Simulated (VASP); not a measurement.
Si:

```
Si
1.0
     0.00000    5.40400    5.40400
     5.40400    0.00000    5.40400
     5.40400    5.40400    0.00000
Si
16
Direct
  0.00000 0.00000 0.00000
  0.00000 0.00000 0.50000
  0.00000 0.50000 0.00000
  0.00000 0.50000 0.50000
  0.50000 0.00000 0.00000
  0.50000 0.00000 0.50000
  0.50000 0.50000 0.00000
  0.50000 0.50000 0.50000
  0.12500 0.12500 0.12500
  0.12500 0.12500 0.62500
  0.12500 0.62500 0.12500
  0.12500 0.62500 0.62500
  0.62500 0.12500 0.12500
  0.62500 0.12500 0.62500
  0.62500 0.62500 0.12500
  0.62500 0.62500 0.62500
```

The cell was built by a generator and needn't be a form met in nature.

| Quantity | Value |
| --- | --- |
| Program | VASP 6.6.1 |
| Task | phonon dispersion |
| Functional | LDA |
| Potentials or basis | VASP PAW LDA potentials, release 64 (Si) |
| Cutoff | 520 eV |
| k mesh | 3 × 3 × 3 |
| Occupations | gaussian, width 0.05 eV |
| Spin | no spin polarisation |
| Supercell matrix | [2, 0, 0, 0, 2, 0, 0, 0, 2] |
| Further INCAR settings | LREAL = Auto; ALGO = Normal; EDIFF = 1e-07; IBRION = 6; POTIM = 0.015; NSW = 1 |

Q: Is this structure dynamically stable at this level, and how far does the spectrum reach?

A: Yes, as far as this q mesh shows: no mode on the path is imaginary. The highest frequency is 514 cm⁻¹.

Phonon frequencies at the corners of the path (cm⁻¹, interpolated; i marks imaginary ones):
```
point              frequencies
    Γ        0 0 0 514 514 514
    X  135 135 408 408 461 461
    W  187 187 377 377 472 472
    K  127 213 369 395 469 476
    L  105 105 375 412 489 489
    U  127 213 369 395 469 476
```

A q mesh this small can miss soft modes between its points.
